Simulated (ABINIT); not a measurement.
Here is an ABINIT 10.8.3 (patched build) calculation.

File run.abi:

```
ndtset 3

pp_dirpath "./"
pseudos "Ba.upf, Ti.upf, O.upf"

acell 3*1.0 Angstrom
rprim
     4.0060000000     0.0000000000     0.0000000000
     0.0000000000     4.0060000000     0.0000000000
     0.0000000000     0.0000000000     4.0060000000
ntypat 3
znucl 56 22 8
natom 5
typat 1 2 3 3 3
xred
            1/2            1/2            1/2
            0.0            0.0            0.0
            0.0            0.0            1/2
            0.0            1/2            0.0
            1/2            0.0            0.0

ecut 46.0

kptopt 1
ngkpt 4 4 4
nshiftk 1
shiftk 0.0 0.0 0.0
istwfk *1

ixc 11

occopt 1

nstep 80
diemac 6.0

iomode 3
prteig 0
prtebands 0

nband1 20
tolvrs1 1.0e-12
prtden1 1
prtwf1 0

iscf2 -2
getden2 1
nband2 32
nbdbuf2 4
tolwfr2 1.0e-12
nstep2 120
prtden2 0

optdriver3 4
getwfk3 2
nband3 28
ecutsigx3 46.0
ecutwfn3 46.0
symsigma3 1
gwcalctyp3 15
ixc_sigma3 42
getden3 1
fftgw3 01
gw_qprange3 -24
```

Potentials or basis: PseudoDojo NC SR PBE v0.5 stringent.

The run is started by

```bash
$ abinit run.abi > log 2>&1
```

**Question.** What does it give for the band gap of the one-shot hybrid?

**Answer.** 5.84 eV.

**Question.** Predict the direct band gap of the one-shot hybrid.

**Answer.** 5.86 eV.

**Question.** Estimate the band gap on the k mesh.

**Answer.** 1.80 eV, indirect (least direct gap 1.92 eV).

Caveat: spin-orbit coupling is left out, which moves the levels of the heavy elements. A k mesh can miss the band edges.
